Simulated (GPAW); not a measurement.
# ZnO (zincite): equation of state with BEEF-vdW

Crystal: ZnO (zincite).

```xyz
4
Lattice="3.2493 0.0000 0.0000 -1.6247 2.8140 0.0000 0.0000 0.0000 5.2057" Properties=species:S:1:pos:R:3 pbc="T T T"
Zn    1.6247    0.9380    0.0000
Zn    0.0000    1.8760    2.6029
O     0.0000    1.8760    4.5759
O     1.6247    0.9380    1.9730
```

* Program: GPAW 26.7.0
* Task: equation of state
* Functional: BEEF-vdW
* Potentials or basis: GPAW PAW data sets (gpaw-data 1.2.1)
* Cutoff: 800 eV
* Basis: pw
* k mesh: 6 × 6 × 3
* Occupations: fermi-dirac, width 0.05 eV
* Spin: no spin polarisation
* Maxiter: 150
* Eos scales: [0.94, 0.96, 0.98, 1.0, 1.02, 1.04, 1.06]

- Equilibrium volume: 12.71 Å³/atom (rough: see the caveat)
- Bulk modulus at fixed shape and positions: 126 GPa (rough)

Energy against volume, from the lowest point:
```
volume (Å³/atom)  energy (meV/atom)
          11.186              90.08
          11.424              61.85
          11.662              39.55
          11.900              22.73
          12.138              10.85
          12.376               3.43
          12.614               0.00
```

It took 3.4 min on 1 thread of Arm Neoverse V2 (shared host), peak memory 0.41 GiB.

Caveat: the k mesh is coarse (spacing up to 0.40 Å⁻¹), so the values aren't converged; the minimum lies outside the volumes run; the cell was scaled at fixed shape and fractional positions, which overstates the stiffness of a crystal with free parameters, most of all of layers and chains; the PAW data sets were made with another functional, which shifts forces and pressure a little.
